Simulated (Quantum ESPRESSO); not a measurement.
Crystal: Pb.

```
Pb
1.0
     0.00000    3.43900    3.43900
     3.43900    0.00000    3.43900
     3.43900    3.43900    0.00000
Pb
2
Direct
  0.25000 0.25000 0.25000
  0.00000 0.00000 0.00000
```

This isn't the form of Pb at room conditions, which is fcc.

```yaml
Program: Quantum ESPRESSO 7.5
Task: single point
Functional: PBE
Potentials_or_basis: SSSP 1.3 efficiency PBE
Cutoff: 748 eV
Density_cutoff: 5987 eV
k_mesh: 7 × 7 × 7
Occupations: fermi-dirac, width 0.05 eV
Spin: no spin polarisation
```

On this cell: pressure 2.3 GPa; largest force zero by symmetry; band gap on the k mesh none (metal or under the smearing width).

The same run follows on a disturbed copy (atoms moved at random, drawn with an rms of 0.05 Å):

```xyz
2
Lattice="0.0000 3.4390 3.4390 3.4390 0.0000 3.4390 3.4390 3.4390 0.0000" Properties=species:S:1:pos:R:3 pbc="T T T"
Pb    1.7106    1.6887    1.6887
Pb    0.0015    0.0945   -0.0265
```

What does the disturbed cell give?

The energy (extrapolated to zero smearing) moves by +19.1 meV/atom; pressure 2.5 GPa; largest force 0.653 eV/Å; band gap on the k mesh none (metal or under the smearing width).

Forces in eV/Å, atoms in the order of the input:
```
Pb   0.062  0.649  0.039
Pb  -0.062 -0.649 -0.039
```

Stress tensor (GPa, compression positive):
```
2.61 0.11 1.86
0.11 2.21 0.18
1.86 0.18 2.61
```
